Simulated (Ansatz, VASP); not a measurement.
# ZnS (Sphalerite): VASP beside Ansatz, part 2 of 2

Aim: how closely do two programs agree when they are given the same cell, functional and k mesh?

VASP 6.6.1 and Ansatz 0.2.0.

So far: The structure; VASP: band structure, r2SCAN-EpsX with an exact-exchange share of 0.17.

## Step 3: Ansatz: band structure, r2SCAN-EpsX with an exact-exchange share of 0.17

Level of this step: Ansatz beside VASP: Kohn-Sham DFT, plane waves, r2SCAN-EpsX (Ansatz).

Ansatz runs on its default PAW (the set named soft_2) files.

The same cell, functional, mesh and smearing now go to Ansatz, which takes its cutoff from its data sets.

input.yaml reads:

```yaml
crystal:
  lattice:
    - [0.0, 2.70465, 2.70465]
    - [2.70465, 0.0, 2.70465]
    - [2.70465, 2.70465, 0.0]
  atoms:
    - { symbol: Zn, position: [0.0, 0.0, 0.0] }
    - { symbol: S, position: [0.25, 0.25, 0.25] }
hamiltonian:
  xc: { exchange: r2scan, correlation: r2scan, exx: { coeff: 0.17 } }
  pseudopotentials: { kind: paw }
kpoints:
  mp_grid: { grid: [5, 5, 5] }
  band_path:
    path:
      - [0.0, 0.0, 0.0]
      - [0.5, 0.0, 0.5]
      - [0.5, 0.2, 0.7]
      - [0.4, 0.35, 0.75]
      - [0.15, 0.15, 0.3]
      - [0.2, 0.2, 0.2]
      - [0.55, 0.4, 0.55]
      - [0.6, 0.25, 0.65]
      - [0.5, 0.25, 0.75]
      - [0.5, 0.5, 0.5]
      - [0.375, 0.375, 0.75]
      - [0.5, 0.0, 0.5]
    npoints: 1
scf:
  occupations: { method: gaussian, width: 0.02 }
  n_extra_bands: 7
output:
  forces: true
  stress: true
  eigenvalues: true
```

The run is started by

```console
ansatz run input.yaml --threads 4 --pin off --max-ram 9216MiB --backend cpu --events-out ev --progress --plain --runs-dir out
```

Numbers of over 12 decimals in the logs are rounded to 6 here.

Log:

```text
Warning: output.stress: scf.convergence.dr2_threshold = 1e-7 eV (the SCF's general default) is looser than the 2e-10 eV advised for a printed stress (1e-10 eV for each atom of the cell: 2). What an SCF threshold leaves in a stress goes as its square root, and in the free energy as the threshold itself, and one threshold admits the most on a small cell: [figures from the program's tests cut] Set scf.convergence.dr2_threshold to 2e-10 eV or tighter. The threshold is an SCF's pass mark: one that does not reach it within its budget of iterations ends unconverged, or closes short of it on a stop that the run arms, and scf.convergence.dr2_threshold's page says what that costs each kind of run
Warning: output.stress: scf.exx.energy_threshold = 1e-6 eV is looser than the 2e-8 eV advised for a stress under a hybrid functional (1e-8 eV for each atom of the cell: 2). Every SCF of the exchange loop can meet its threshold on dr2 while the loop round them stops early: no threshold on dr2 bounds what that leaves in the stress. Set scf.exx.energy_threshold to 2e-8 eV or tighter. The threshold is the loop's pass mark: a loop that does not reach it within its budget of cycles ends unconverged, and scf.exx.energy_threshold's page has the law
scf.n_extra_bands = 7 over 9 filled bands (N_el = 18.0): the run solves 16 bands
Engine: ansatz 0.2.0, aarch64-unknown-linux-gnu
Pseudopotentials: kind: paw
Pseudopotential: Zn, paw, valence charge 12, recommended cutoff 500 eV (meta_gga), Zn.paw.azcp
Pseudopotential: S, paw, valence charge 6, recommended cutoff 500 eV (meta_gga), S.paw.azcp
Functional definition: unnamed
  parameter a_1 = 0.17
  exchange = (1 - a_1)*r2scan_x + a_1*exact_x
  correlation = r2scan_c
Crystal: 2 atoms, lattice volume = 39.570 Å³
Basis set: ecut = 500 eV, 965 PW (Γ), exchange–correlation on 120×120×120 points (64 copies of the dense FFT grid, shifted against one another)
Bands: 16, of which v1, the nominal top of the filled ones, is band 9 counted from 1 (8 counted from 0)
Symmetry: 24 space group operations
Space group: F-43m (ITA 216), of the structure as read, at distance tolerance 3.4e-5 Å
k-points: 10 of 125 (time reversal used)
Non-local potential: Zn, projectors of the file, l = 0: 2, l = 1: 2, l = 2: 3, l = 3: 1
Non-local potential: S, projectors of the file, l = 0: 2, l = 1: 2, l = 2: 2
PAW form: soft (Blöchl's): semilocal exchange-correlation on the pseudo side does not see the compensation charge
PAW frozen core: Zn, regenerated for the run's functional, and the local potential with it (the file was generated under x = pbe(κ = 0.804, μ = 0.219515), c = pbe(β = 0.066725))
PAW frozen core: S, regenerated for the run's functional, and the local potential with it (the file was generated under x = pbe(κ = 0.804, μ = 0.219515), c = pbe(β = 0.066725))
PAW one-centre angular grid: Zn, 590 points (default); XC on 261 of its mesh's 2673 points in the sphere
PAW one-centre angular grid: S, 302 points (default); XC on 160 Gauss nodes
Initial density: superposition of atomic densities (neutral atoms: chi_scale 0, normalization atom), corrected by the library's trained network
Initial wavefunctions: pseudopotential atomic-orbital guess
Functional: x = r2scan, c = r2scan; τ floored in thin density (d = 2e-4 eV/Å³), warm-up for x = 0.83 r2scan + 0.17 exact, c = r2scan; τ floored in thin density (d = 2e-4 eV/Å³)
SCF iter   1: F=—  HF=-4233.446582 eV  |F-HF|=—  |Δ(HF+E_count)|=         —  Δρ=1.62e-2  dr2=5.22e-2  dr2_τ=6.41e-3  ethr=1.77e-3  ⟨swp⟩=10.9  Hψ=866  notcnv=0
preconditioner: auto → none  [insulator: Δε(μ)=2.638 eV  Ē_g=15.692 eV  σ=0.020 eV  W_gap=1.00  n_scr=14 (ndim 8)  ℏωp=25.0 eV  f_vac=0.026  D(μ)=0.00/eV (n_scr^D=0)]
SCF iter   2: F=—  HF=-4233.446945 eV  |F-HF|=—  |Δ(HF+E_count)|=   3.63e-4  Δρ=4.96e-3  dr2=1.00e-2  dr2_τ=3.94e-4  ethr=2.90e-4  ⟨swp⟩=4.2  Hψ=528  notcnv=0  defer=1
SCF iter   3: F=—  HF=-4233.440949 eV  |F-HF|=—  |Δ(HF+E_count)|=   6.00e-3  Δρ=3.02e-3  dr2=1.51e-3  dr2_τ=9.00e-6  ethr=5.57e-5  ⟨swp⟩=4.1  Hψ=495  notcnv=0  defer=1
iter 4 solved again at ethr=4.03e-7 eV; its pass at ethr=8.37e-6 eV (dr2=7.26e-5 eV) is discarded
SCF iter   4: F=-4233.441247 eV  HF=-4233.441301 eV  |F-HF|=5.47e-5  |Δ(HF+E_count)|=   3.53e-4  Δρ=3.90e-4  dr2=7.83e-5  dr2_τ=2.50e-6  ethr=4.03e-7  ⟨swp⟩=3.0  Hψ=619  notcnv=0
SCF 1 stopped early in 4 iterations: F = -4233.441247 eV  dr2 = 7.83e-5
  greatest PAW one-centre occupation: 0.983 electrons in one spin orbital (limit 2), on the Zn atom at site 0 (counted from 0), in its partial waves of l = 2
Initial density: handed on by an earlier stage of this run
Initial wavefunctions: those handed on with the density
Functional: x = 0.83 r2scan + 0.17 exact, c = r2scan; τ floored in thin density (d = 2e-4 eV/Å³)
Frozen-core exchange: fock
SCF iter   1: F=—  HF=-4232.371974 eV  |F-HF|=—  |Δ(HF+E_count)|=         —  Δρ=1.09e-2  dr2=2.57e-2  dr2_τ=5.87e-5  ethr=4.35e-6  ⟨swp⟩=6.0  Hψ=751  notcnv=0
preconditioner: auto → none  [insulator: Δε(μ)=3.782 eV  Ē_g=17.664 eV  σ=0.020 eV  W_gap=1.00  n_scr=14 (ndim 8)  ℏωp=25.0 eV  f_vac=0.028  D(μ)=0.00/eV (n_scr^D=0)]
SCF iter   2: F=—  HF=-4232.364701 eV  |F-HF|=—  |Δ(HF+E_count)|=   7.27e-3  Δρ=1.98e-3  dr2=1.31e-3  dr2_τ=1.73e-5  ethr=4.35e-6  ⟨swp⟩=4.1  Hψ=559  notcnv=0
SCF iter   3: F=—  HF=-4232.366985 eV  |F-HF|=—  |Δ(HF+E_count)|=   2.28e-3  Δρ=1.08e-3  dr2=2.65e-4  dr2_τ=5.23e-6  ethr=4.35e-6  ⟨swp⟩=3.4  Hψ=355  notcnv=0  defer=1
SCF iter   4: F=—  HF=-4232.366927 eV  |F-HF|=—  |Δ(HF+E_count)|=   5.83e-5  Δρ=2.12e-4  dr2=1.71e-5  dr2_τ=1.61e-7  ethr=1.33e-6  ⟨swp⟩=3.8  Hψ=328  notcnv=0
SCF iter   5: F=—  HF=-4232.366973 eV  |F-HF|=—  |Δ(HF+E_count)|=   4.62e-5  Δρ=7.76e-5  dr2=4.92e-6  dr2_τ=6.04e-8  ethr=5.05e-8  ⟨swp⟩=3.0  Hψ=287  notcnv=0  defer=1
SCF iter   6: F=-4232.366972 eV  HF=-4232.366972 eV  |F-HF|=2.90e-7  |Δ(HF+E_count)|=   1.24e-6  Δρ=2.07e-5  dr2=9.63e-7  dr2_τ=2.37e-9  ethr=2.35e-8  ⟨swp⟩=3.2  Hψ=289  notcnv=0  defer=2
SCF 2 stopped early in 6 iterations: F = -4232.366972 eV  dr2 = 9.63e-7
  greatest PAW one-centre occupation: 0.985 electrons in one spin orbital (limit 2), on the Zn atom at site 0 (counted from 0), in its partial waves of l = 2
hybrid outer 1: dexx = +2.581e-3 eV, tail = 6.11e-6 eV
Frozen-core exchange: fock
SCF iter   1: F=—  HF=-4232.366854 eV  |F-HF|=—  |Δ(HF+E_count)|=         —  Δρ=3.80e-5  dr2=4.03e-7  dr2_τ=4.41e-9  ethr=1.70e-7  ⟨swp⟩=5.4  Hψ=426  notcnv=0
preconditioner: auto → none  [insulator: Δε(μ)=3.798 eV  Ē_g=17.514 eV  σ=0.020 eV  W_gap=1.00  n_scr=14 (ndim 8)  ℏωp=25.0 eV  f_vac=0.029  D(μ)=0.00/eV (n_scr^D=0)]
SCF iter   2: F=—  HF=-4232.366854 eV  |F-HF|=—  |Δ(HF+E_count)|=   9.53e-9  Δρ=4.38e-6  dr2=2.32e-8  dr2_τ=4.39e-10  ethr=1.68e-9  ⟨swp⟩=3.8  Hψ=334  notcnv=0
SCF iter   3: F=-4232.366854 eV  HF=-4232.366854 eV  |F-HF|=2.27e-9  |Δ(HF+E_count)|=   1.06e-7  Δρ=3.55e-6  dr2=5.36e-9  dr2_τ=8.85e-11  ethr=3.31e-11  ⟨swp⟩=4.1  Hψ=435  notcnv=0  defer=2
SCF 3 converged in 3 iterations: F = -4232.366854 eV  dr2 = 5.36e-9
  Residual-converged pass: ⟨swp⟩=2.5  Hψ=259  notcnv=0  max |occ|·‖R‖ = 2.3e-6 eV (tolerance 2.4e-6 eV)  dr2=5.36e-9  dr2_τ=8.92e-11  dr2_onsite=2.60e-10  max |Δocc| = 0.0e0
hybrid outer 2: dexx = +1.155e-7 eV, tail = 1.21e-8 eV, Δε = 2.49e-3 eV (about 1.60e-4 eV left of the loop's levels)
NSCF: frozen V_eff on 12 k-points
hybrid SCF converged: 2 outer / 9 inner (+4 warm-up), last move |dexx| = 1.16e-7 eV, tail = 1.21e-8 eV
Stability not checked: this state was not tested for a lower state beside it, because the functional holds exact exchange (a hybrid, or Hartree-Fock), whose exchange loop this test does not read (fock_operator; see scf.lower_state_search)
Free energy (F): -4232.366854 eV
Frozen-core exchange: fock
Harris-Foulkes:  -4232.366854 eV  (|F-HF|=2.27e-9)
Internal energy: -4232.366854 eV  (E = F + TS)
E sigma→0 (E₀):  -4232.366854 eV
Fermi energy:    6.693058 eV
--- Per-component energies (eV) ---
  E_band       = -28.354455
  E_kinetic    = 237.204143
  E_local      = -2054.197181  (includes V_loc(G=0)·N_el)
  E_nonlocal   = 649.196783
  E_hartree    = 864.270741
  E_xc         = -182.256408
  E_vxc        = -123.891310  (∫ρ·V_xc dr)
  E_exx        = -41.276708  (= α·E_x^exact, valence–valence)
  E_paw        = -2453.262317  (= ΣΔE_a)
  E_vpaw       = -388.116697  (= ΣTr[D̂ρ^β])
  E_aug_tail   = -0.000060  (compensation charges beyond the density's cutoff)
  E_vtau       = 5.461270  (kinetic-family band-sum trace: ∫τ·v_τ [+ j·A + Jᵃ·Aᵃ] dr)
  E_ewald      = -1252.151240
  E_core_change = 0.105393  (= ΣΔE_core)
  E_smearing   = -0.000000  (= −TS)
  E_closure    = 0.000000  (closes the sum)
  Σ components = -4232.366854   (vs F -4232.366854, Δ=9.09e-13)
--- Forces (eV/Å), atoms counted from 1 ---
  atom   1  Zn     0.00000000    -0.00000000     0.00000000
  atom   2  S     -0.00000000     0.00000000     0.00000000
  max |Σ_I F_I| component: 9.25e-17 eV/Å
--- Stress (GPa, compression-positive) ---
       -0.699171       0.000000      -0.000000
       -0.000000      -0.699171       0.000000
       -0.000000       0.000000      -0.699171
  P = ⅓ Tr σ = -0.6992 GPa (-6.992 kbar)
--- Band table (eV; the first three rows and the last of 10) ---
  k-point 0: bands = [... 5 lower, -2.3075, 4.7939, 4.7939, 4.7939, 8.5921, 12.9411, 12.9411, 12.9411, ... 3 higher]
  k-point 1: bands = [... 5 lower, -2.3087, 2.5343, 4.4438, 4.4438, 9.8835, 13.0594, 13.4799, 13.4799, ... 3 higher]
  k-point 2: bands = [... 5 lower, -2.2888, -0.2037, 3.9554, 3.9554, 9.8580, 13.4859, 13.4859, 15.0706, ... 3 higher]
  k-point 9: bands = [... 5 lower, -2.0123, 0.0995, 1.7851, 2.6313, 11.7849, 12.3392, 13.7088, 16.5371, ... 3 higher]
```

It took 29 s on 4 threads of Arm Neoverse V1, shared host; peak memory 1.2 GiB.

Reading the cycles: dr2 is the Hartree energy of the density residual (eV), the measure of convergence; HF is the Harris–Foulkes estimate of the energy, which meets the free energy F at convergence.

## Step 4: Differences

Known differences besides the potentials themselves: exact exchange at q = 0 is treated differently, which shows on coarse meshes; VASP keeps PBE cores, Ansatz makes them for the functional; the cutoff is 500 eV in Ansatz and 400 eV in VASP; VASP takes a coarser grid for exact exchange (PRECFOCK = Fast). Total energies have different zeros and are not compared.

Compared:

| quantity | Ansatz | VASP | difference |
| --- | --- | --- | --- |
| gap over the path points (eV) | 3.798 | 3.800 | -0.002 |

Levels at points of the path, from each program's valence-band top (eV; 4 filled, then empty):

| k (reciprocal lattice) | Ansatz | VASP |
| --- | --- | --- |
| 0.000 0.000 0.000 | -7.10 0.00 0.00 0.00 3.80 8.15 8.15 | -7.04 0.00 0.00 0.00 3.80 8.15 8.15 |
| 0.500 0.000 0.500 | -6.84 -4.94 -2.35 -2.35 4.78 5.68 13.10 | -6.79 -4.93 -2.35 -2.35 4.78 5.67 13.12 |
| 0.500 0.200 0.700 | -6.69 -4.82 -2.91 -2.83 6.78 7.58 10.23 | -6.63 -4.82 -2.91 -2.83 6.78 7.58 10.25 |
| 0.400 0.350 0.750 | -6.72 -4.86 -3.33 -1.99 5.76 7.71 11.01 | -6.66 -4.87 -3.33 -1.99 5.76 7.72 11.04 |
| 0.150 0.150 0.300 | -7.08 -2.61 -1.24 -0.31 5.82 7.85 8.82 | -7.03 -2.60 -1.23 -0.31 5.82 7.85 8.83 |
| 0.200 0.200 0.200 | -7.10 -2.26 -0.35 -0.35 5.09 8.27 8.69 | -7.04 -2.25 -0.35 -0.35 5.09 8.28 8.70 |
| 0.550 0.400 0.550 | -6.83 -5.37 -1.88 -1.19 5.93 7.90 9.33 | -6.78 -5.38 -1.88 -1.18 5.92 7.91 9.35 |
| 0.600 0.250 0.650 | -6.72 -4.86 -3.33 -1.99 5.76 7.71 11.01 | -6.66 -4.87 -3.33 -1.99 5.76 7.72 11.04 |
| 0.500 0.250 0.750 | -6.67 -4.80 -2.97 -2.88 7.17 7.97 9.73 | -6.62 -4.81 -2.97 -2.88 7.18 7.98 9.74 |
| 0.500 0.500 0.500 | -6.88 -5.59 -0.91 -0.91 5.00 8.62 8.62 | -6.82 -5.60 -0.91 -0.91 5.00 8.63 8.63 |

Among the levels compared at these points, filled levels agree within 59 meV and empty ones within 36 meV.

## Step 5: What came out

| Property | Result |
| --- | --- |
| difference in gap over the path points (band structure, r2SCAN-EpsX with an exact-exchange share of 0.17) | -0.0019 eV |

In words: The difference in gap over the path points is -0.0019 eV (band structure, r2SCAN-EpsX with an exact-exchange share of 0.17), within the 0.08 eV picked in this series as the mark of a large difference. How closely two codes agree says nothing of how well the functional describes the real material.

[Lines on the potential files, build, host, timing and source positions are cut from VASP's logs without a mark.]

[Logs are printed without paths, hosts, clocks, repeated set-up lines and the standing remarks that a program may print on its own settings, such as how far it seeks lower states.]

[Hosts, paths, dates, database ids (printed as entryN), source tags and the programs' standing remarks are cut or masked in the printed files.]
